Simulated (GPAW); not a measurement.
The system is SnTe.

```
CELL_PARAMETERS angstrom
0.00000 3.61115 3.61115
3.61115 0.00000 3.61115
3.61115 3.61115 0.00000
ATOMIC_POSITIONS crystal
Te 0.25000 0.25000 0.25000
Sn 0.00000 0.00000 0.00000
```

Measurements of this composition are mostly on another form, of space group No. 225.

```yaml
Program: GPAW 26.7.0
Task: single point
Functional: PBE
Potentials_or_basis: GPAW PAW data sets (gpaw-data 1.2.1)
Cutoff: 600 eV
Basis: pw
k_mesh: 7 × 7 × 7
Occupations: fermi-dirac, width 0.05 eV
Spin: no spin polarisation
```

On this cell: pressure -0.2 GPa; largest force zero by symmetry; band gap on the k mesh 0.33 eV, indirect (least direct gap 0.82 eV).

The same run follows on a disturbed copy (atoms moved at random, drawn with an rms of 0.05 Å):

```
Te Sn
1.0
     0.00000    3.61115    3.61115
     3.61115    0.00000    3.61115
     3.61115    3.61115    0.00000
Te Sn
1 1
Direct
  0.25104 0.25696 0.24113
  0.00788 0.99528 0.99274
```

**Question.** What does the disturbed cell give?

**Answer.** The energy moves by +1.5 meV/atom; pressure -0.2 GPa; largest force 0.123 eV/Å; band gap on the k mesh 0.30 eV, indirect (least direct gap 0.82 eV).

Forces in eV/Å, atoms in the order of the input:
```
Te  -0.087  0.074 -0.045
Sn   0.087 -0.074  0.045
```

Stress tensor (GPa, compression positive):
```
-0.16 -0.11  0.18
-0.11 -0.16 -0.22
 0.18 -0.22 -0.16
```

Caveats: spin-orbit coupling is left out, which moves the levels of the heavy elements; an odd mesh through Γ misses points on the zone boundary, where band edges often lie.
